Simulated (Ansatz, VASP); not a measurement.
# Cross-check of SnSe2 between VASP and Ansatz, part 2 of 2

Wanted: the spread between two codes on one cell, functional and k mesh. The cell is generated by rule, not measured, and may not be a known phase. The cell is taken from a series of VASP runs on this material, whose earlier steps may have relaxed, scaled or displaced it; both programs get it as it stands.

VASP 6.6.1 and Ansatz 0.2.0.

So far. Step 2 (VASP: band structure, PBE): The run ends at a pressure of -2.66 GPa.

The structure was built from a prototype and need not be the compound's stable phase.

### 6. Ansatz: band structure, PBE, spin-orbit coupling

Level of this step: Ansatz beside VASP: Kohn-Sham DFT, plane waves, PBE, spin-orbit coupling (Ansatz).

A single point gives forces, pressure and levels at one fixed geometry, so differences don't come from the geometry; what else differs is listed under the comparison.

The cell is taken from a series of VASP runs on this material, whose earlier steps may have relaxed, scaled or displaced it; both programs get it as it stands.

Contents of input.yaml:

```yaml
crystal:
  lattice:
    - [0.0, 3.5186, 3.5186]
    - [3.5186, 0.0, 3.5186]
    - [3.5186, 3.5186, 0.0]
  atoms:
    - { symbol: Sn, position: [0.0, 0.0, 0.0] }
    - { symbol: Se, position: [0.25, 0.25, 0.25] }
    - { symbol: Se, position: [0.75, 0.75, 0.75] }
hamiltonian:
  xc: pbe
  pseudopotentials: { kind: paw_fr }
magnetization:
  noncollinear: true
  spin_orbit: true
kpoints:
  mp_grid: { grid: [8, 8, 8] }
  band_path:
    path:
      - [0.0, 0.0, 0.0]
      - [0.16667, 0.0, 0.16667]
      - [0.33333, 0.0, 0.33333]
      - [0.5, 0.0, 0.5]
      - [0.5, 0.08333, 0.58333]
      - [0.5, 0.18333, 0.68333]
      - [0.5, 0.25, 0.75]
      - [0.45, 0.3, 0.75]
      - [0.40833, 0.34167, 0.75]
      - [0.35, 0.35, 0.7]
      - [0.225, 0.225, 0.45]
      - [0.075, 0.075, 0.15]
      - [0.03333, 0.03333, 0.03333]
      - [0.23333, 0.23333, 0.23333]
      - [0.4, 0.4, 0.4]
      - [0.51667, 0.46667, 0.51667]
      - [0.55833, 0.38333, 0.55833]
      - [0.60833, 0.28333, 0.60833]
      - [0.60833, 0.25, 0.64167]
      - [0.55833, 0.25, 0.69167]
      - [0.51667, 0.25, 0.73333]
      - [0.5, 0.3, 0.7]
      - [0.5, 0.38333, 0.61667]
      - [0.5, 0.48333, 0.51667]
      - [0.475, 0.475, 0.55]
      - [0.425, 0.425, 0.65]
      - [0.38333, 0.38333, 0.73333]
      - [0.59167, 0.18333, 0.59167]
      - [0.55, 0.1, 0.55]
      - [0.5, 0.0, 0.5]
    npoints: 1
scf:
  occupations: { method: gaussian, width: 0.02 }
  n_extra_bands: 14
output:
  forces: true
  stress: true
  eigenvalues: true
```

Run with:

```sh
> ansatz run input.yaml --threads 2 --pin off --max-ram 4608MiB --backend cpu --events-out ev --progress --plain --runs-dir out
```

Numbers of over 12 decimals in the logs are rounded to 6 here.

The program printed:

```text
[...]
non-collinear run that drives no moment, with spin-orbit: no starting moment large enough to seed its density (crystal.atoms[].spin), no starting occupations that ask for one, no magnetisation constraint and no magnetic field, so the semilocal B_xc is pinned to zero
Crystal: 3 atoms, lattice volume = 87.124 Å³
[...]
k-point 0: bands = [... 42 lower, 5.4691, 5.4691, 5.9373, 5.9373, 5.9373, 5.9373, 8.8546, 8.8546, ... 10 higher]
  k-point 1: bands = [... 42 lower, 5.5393, 5.5393, 5.8685, 5.8685, 6.5197, 6.5197, 9.0116, 9.0116, ... 10 higher]
  k-point 2: bands = [... 42 lower, 5.4027, 5.4027, 5.6746, 5.6746, 7.3167, 7.3167, 9.6013, 9.6013, ... 10 higher]
  k-point 28: bands = [... 42 lower, 6.6740, 6.6740, 7.3563, 7.3563, 7.4335, 7.4335, 10.5254, 10.5254, ... 10 higher]
[key lines of the parts left out:]
SCF converged after 10 iterations
Magnetization: |M| = 0.0000 μB,  M = (+0.0000, +0.0000, +0.0000) μB
Free energy (F): -16964.542344 eV
Fermi energy:    6.984102 eV
P = ⅓ Tr σ = -2.3442 GPa (-23.442 kbar)
```

Elapsed: 55 s, on 2 threads of Arm Neoverse N1, shared host; peak memory 0.68 GiB.

### 7. VASP: band structure, PBE, spin-orbit coupling

The same cell, functional, mesh and smearing now go to VASP, with its own data sets and cutoff.

Contents of INCAR:

```
SYSTEM = SnSe2
PREC = Accurate
ENCUT = 400
EDIFF = 1E-06
NELM = 100
ISMEAR = 0
SIGMA = 0.02
LREAL = .FALSE.
ALGO = Normal
GGA = PE
LNONCOLLINEAR = .TRUE.
MAGMOM = 0 0 0 0 0 0 0 0 0
NBANDS = 38
GGA_COMPAT = .FALSE.
LASPH = .TRUE.
LSORBIT = .TRUE.
LORBIT = 11
LWAVE = .FALSE.
LCHARG = .FALSE.
KPAR = 4
ISIF = 2
```

Contents of POSCAR:

```
SnSe2
1.0
    0.0000000000      3.5186000000      3.5186000000
    3.5186000000      0.0000000000      3.5186000000
    3.5186000000      3.5186000000      0.0000000000
Sn Se
1 2
Direct
    0.0000000000      0.0000000000      0.0000000000
    0.2500000000      0.2500000000      0.2500000000
    0.7500000000      0.7500000000      0.7500000000
```

Contents of KPOINTS:

```
Automatic mesh
0
Gamma
8 8 8
0 0 0
```

Contents of KPOINTS_OPT:

```
Line mode
16
Line-mode
Reciprocal
  0.00000000   0.00000000   0.00000000 GAMMA
  0.50000000   0.00000000   0.50000000 X

  0.50000000   0.00000000   0.50000000 X
  0.50000000   0.25000000   0.75000000 W

  0.50000000   0.25000000   0.75000000 W
  0.37500000   0.37500000   0.75000000 K

  0.37500000   0.37500000   0.75000000 K
  0.00000000   0.00000000   0.00000000 GAMMA

  0.00000000   0.00000000   0.00000000 GAMMA
  0.50000000   0.50000000   0.50000000 L

  0.50000000   0.50000000   0.50000000 L
  0.62500000   0.25000000   0.62500000 U

  0.62500000   0.25000000   0.62500000 U
  0.50000000   0.25000000   0.75000000 W

  0.50000000   0.25000000   0.75000000 W
  0.50000000   0.50000000   0.50000000 L

  0.50000000   0.50000000   0.50000000 L
  0.37500000   0.37500000   0.75000000 K

  0.62500000   0.25000000   0.62500000 U
  0.50000000   0.00000000   0.50000000 X
```

The projector-augmented-wave data sets are Sn_d and Se (PBE family, release 64).

Run with:

```sh
> mpirun -np 4 vasp_ncl
```

The program printed:

```text
[... set-up lines as in an earlier step ...]
 entering main loop
       N       E                     dE             d eps       ncg     rms          rms(c)
DAV:   1     0.218708641491E+03    0.21871E+03   -0.98965E+03  2300   0.128E+03
DAV:   2     0.214499576375E+02   -0.19726E+03   -0.18818E+03  2314   0.374E+02
DAV:   3    -0.920261120844E+01   -0.30653E+02   -0.29758E+02  2726   0.137E+02
DAV:   4    -0.107671373816E+02   -0.15645E+01   -0.15425E+01  2510   0.337E+01
[...]
DAV:  12    -0.106457303040E+02   -0.86985E-05   -0.13032E-05  2598   0.383E-02    0.290E-03
DAV:  13    -0.106457315847E+02   -0.12808E-05   -0.16565E-06  2028   0.852E-03    0.163E-03
DAV:  14    -0.106457317795E+02   -0.19471E-06   -0.25183E-07  1764   0.325E-03
   1 F= -.10645732E+02 E0= -.10645178E+02  d E =-.110812E-02  mag=    -0.0000     0.0000    -0.0000
 Start KPOINTS_OPT (optional k-point list driver)
k-point batch [1-29\160]
       N       E                     dE             ncg
DAV:   1     0.819727133234E+03   -0.12089E+05     2300
DAV:   2    -0.491227103820E+04   -0.57320E+04     2334
DAV:   3    -0.580415746584E+04   -0.89189E+03     2700
DAV:   4    -0.584900979658E+04   -0.44852E+02     2508
DAV:   5    -0.585026384001E+04   -0.12540E+01     3120
DAV:   6    -0.585028975179E+04   -0.25912E-01     2912
DAV:   7    -0.585029046905E+04   -0.71726E-03     3180
DAV:   8    -0.585029048407E+04   -0.15019E-04     2740
DAV:   9    -0.585029048427E+04   -0.19825E-06     1638
[...]
k-point batch [146-160\160]
       N       E                     dE             ncg
DAV:   1     0.877404334230E+04   -0.93399E+04     1176
DAV:   2     0.584793885292E+04   -0.29261E+04     1194
DAV:   3     0.538106076849E+04   -0.46688E+03     1396
DAV:   4     0.535824428610E+04   -0.22816E+02     1352
DAV:   5     0.535761044659E+04   -0.63384E+00     1610
DAV:   6     0.535759779527E+04   -0.12651E-01     1586
DAV:   7     0.535759751673E+04   -0.27854E-03     1618
DAV:   8     0.535759751309E+04   -0.36351E-05     1458
DAV:   9     0.535759751300E+04   -0.94829E-07      978
```

Parts of OUTCAR (step 7):

```text
  Total       -1.2828755     -1.2828755     -1.2828755     -0.0000000     -0.0000000      0.0000000
  in kB      -23.5914923    -23.5914923    -23.5914923     -0.0000000     -0.0000000      0.0000000
  external PRESSURE =     -23.5914923 kB  Pullay stress =       0.0000000 kB

 POSITION                                       TOTAL-FORCE (eV/Angst)
 -----------------------------------------------------------------------------------
      0.00000      0.00000      0.00000        -0.000000     -0.000000     -0.000000
      1.75930      1.75930      1.75930         0.000000      0.000000      0.000000
      5.27790      5.27790      5.27790        -0.000000      0.000000      0.000000
 -----------------------------------------------------------------------------------
    total drift:                                0.000000     -0.000000     -0.000000

  FREE ENERGIE OF THE ION-ELECTRON SYSTEM (eV)
  ---------------------------------------------------
  free  energy   TOTEN  =       -10.6457317795 eV

  energy  without entropy=      -10.6446236596  energy(sigma->0) =      -10.64517772

 magnetization (x)
# of ion       s       p       d       tot
------------------------------------------
    1       -0.000  -0.000   0.000  -0.000
    2       -0.000   0.000   0.000   0.000
    3       -0.000   0.000   0.000   0.000
--------------------------------------------------
tot         -0.000   0.000   0.000   0.000

 magnetization (y)
# of ion       s       p       d       tot
------------------------------------------
    1        0.000  -0.000   0.000   0.000
    2        0.000   0.000   0.000   0.000
    3        0.000   0.000   0.000   0.000
--------------------------------------------------
tot          0.000   0.000   0.000   0.000

 magnetization (z)
# of ion       s       p       d       tot
------------------------------------------
    1        0.000   0.000   0.000   0.000
    2        0.000   0.000   0.000   0.000
    3        0.000   0.000   0.000   0.000
--------------------------------------------------
tot          0.000   0.000   0.000   0.000

[... 1 part as in an earlier step ...]

[... 2 further parts left out ...]
[key lines of the parts left out:]
E-fermi :   3.4784
```

The run ends at a pressure of -2.36 GPa.

### 8. Comparison

What differs besides the data sets and the points named for the pairs above, as far as they apply: spin-orbit coupling enters by fully relativistic files in Ansatz and inside the spheres in VASP; the data sets hold 46 valence electrons in Ansatz (fully relativistic PAW (standard-fr) files) and 26 in VASP. Total energies have different zeros and are not compared.

Compared:

| quantity | Ansatz | VASP | difference |
| --- | --- | --- | --- |
| pressure (GPa) | -2.34 | -2.36 | +0.01 |

Levels from 3 eV below to 2 eV above the Fermi level differ by 3 meV r.m.s. and 9 meV at most; each VASP level is matched to the nearest of Ansatz, which flatters the figure a little. Ansatz's pressure holds a Pulay correction of 0.02 GPa; VASP's holds none.

### 9. Further runs

Further runs change the set-up of one program: Ansatz's method, potentials or start, or VASP's data sets, cutoff or form of LDA. The table gives Ansatz less VASP for each quantity, since a change that brings one quantity closer may part another.

| run | pressure (GPa) |
| --- | --- |
| as above | 0.015 |
| Ansatz's all-electron LAPW method | 0.0098 |

### 10. Outcome

- r.m.s. difference of levels near the Fermi level (band structure, PBE): 0.59 meV
- r.m.s. difference of levels near the Fermi level (band structure, PBE, spin-orbit coupling): 3.0 meV

What this shows: The r.m.s. difference of levels near the Fermi level is 3.0 meV (band structure, PBE, spin-orbit coupling), within the 80 meV picked in this series as the mark of a large difference. Band structure, PBE, Ansatz's all-electron LAPW method: the difference in pressure goes from 0.018 to 0.012 GPa. Band structure, PBE, spin-orbit coupling, Ansatz's all-electron LAPW method: the difference in pressure goes from 0.015 to 0.0098 GPa. How closely two codes agree says nothing of how well the functional describes the real material.

[Lines on the potential files, build, host, timing and source positions are cut from VASP's logs without a mark.]

[Logs are printed without paths, hosts, clocks, repeated set-up lines and the standing remarks that a program may print on its own settings, such as how far it seeks lower states.]

[Hosts, paths, dates, database ids (printed as entryN), source tags and the programs' standing remarks are cut or masked in the printed files.]
